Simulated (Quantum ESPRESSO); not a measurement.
Si:

```
Si
1.0
     0.00000    2.72185    2.72185
     2.72185    0.00000    2.72185
     2.72185    2.72185    0.00000
Si
2
Direct
  0.50000 0.50000 0.50000
  0.75000 0.75000 0.75000
```

```yaml
Program: Quantum ESPRESSO 7.5
Task: phonon dispersion
Functional: PBE
Potentials_or_basis: PseudoDojo 0.4.1 SR PBE standard
Cutoff: 490 eV
Density_cutoff: 1959 eV
k_mesh: 6 × 6 × 6, shifted
Occupations: fermi-dirac, width 0.05 eV
Spin: no spin polarisation
Mixing_beta: 0.5
Most_SCF_iterations: 120
SCF_threshold: 4e-10 Ry
q_mesh: 3 × 3 × 3
```

The cell and the atoms were relaxed first, to 20.44 Å³/atom (a = 3.867 Å, b = 3.867 Å, c = 3.867 Å, α = 60.00°, β = 60.00°, γ = 60.00°), and the response was taken there.

The first run showed a gap, so the response started from a second, tighter run with fixed occupations.

Task: What are the zero-point energy, and the vibrational entropy and heat capacity at 298.15 K?

Result: Zero-point energy 60.3 meV/atom; entropy 2.36 k_B/atom (19.6 J/(K·mol of atoms)); Cv 2.40 k_B/atom, 80 % of the classical limit. These are harmonic values without the electrons' part.

Phonon frequencies at the corners of the path (cm⁻¹, interpolated; i marks imaginary ones):
| point | frequencies |
| --- | --- |
| Γ | 0 0 0 503 503 503 |
| X | 129 129 398 398 439 439 |
| W | 185 185 354 354 455 455 |
| K | 144 201 352 369 446 464 |
| L | 106 106 373 392 475 475 |
| U | 144 201 352 369 446 464 |

Harmonic thermodynamics per atom at this volume (zero-point energy 60.3 meV, Debye temperature from the second moment 657 K):
```
 T (K)  free energy (meV)  entropy (k_B)  heat capacity Cv (k_B)
    50               60.2           0.10                    0.30
   100               59.0           0.51                    0.93
   200               50.4           1.49                    1.92
298.15               34.0           2.36                    2.40
   500              -19.5           3.70                    2.76
   800             -133.7           5.04                    2.90
```

Phonon states per cell in windows of 25 cm⁻¹ (negative: imaginary):
| from (cm⁻¹) | total |
| --- | --- |
| 0 | 0.00 |
| 25 | 0.00 |
| 50 | 0.02 |
| 75 | 0.08 |
| 100 | 0.29 |
| 125 | 0.74 |
| 150 | 0.53 |
| 175 | 0.34 |
| 200 | 0.08 |
| 225 | 0.06 |
| 250 | 0.08 |
| 275 | 0.11 |
| 300 | 0.23 |
| 325 | 0.35 |
| 350 | 0.13 |
| 375 | 0.34 |
| 400 | 0.23 |
| 425 | 0.26 |
| 450 | 1.60 |
| 475 | 0.51 |
| 500 | 0.00 |
